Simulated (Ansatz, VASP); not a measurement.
# One calculation of CuH2, two programs

```
Cu H
1.0
     4.86284    0.00000    0.00000
     0.00000    5.22823    0.00000
     0.00000    0.00000    2.38546
Cu H
2 4
Direct
  0.00000 0.00000 0.00000
  0.50000 0.50000 0.50000
  0.67121 0.63964 0.00000
  0.82879 0.13964 0.50000
  0.17121 0.86036 0.50000
  0.32879 0.36036 0.00000
```

Change from the starting cell: ordered vacancies on the cation sites of nickel arsenide (Pnnm, No. 58).

Alike in both runs: functional PBE; k mesh 4 × 4 × 6; occupations gaussian, width 0.1 eV; no spin polarisation.

Ansatz relaxed the structure, and its values are those at the end. VASP's run is a single point on that final structure, the one shown.

```csv
,VASP,Ansatz
version,VASP 6.6.1,Ansatz 0.2.0
potentials or method,"VASP PAW PBE potentials, release 64 (Cu, H)","scalar-relativistic, plane waves, PAW"
plane-wave cutoff (eV),520,420
valence electrons in the cell,26,42
```

|  | VASP | Ansatz | Ansatz less VASP |
| --- | --- | --- | --- |
| gap on the k mesh at the Fermi level (eV) | none | none | - |
| pressure (GPa) | -0.2 | -0.2 | -0.04 |
| rms of the force components (eV/Å) | 0.005 | 0.003 | -0.0023 |

A gap of «none» marks a metal or a gap that the smearing closes. The two sets of potentials don't hold the same shells in valence.

Caveats: the k mesh is coarse (spacing up to 0.44 Å⁻¹), so the values aren't converged.
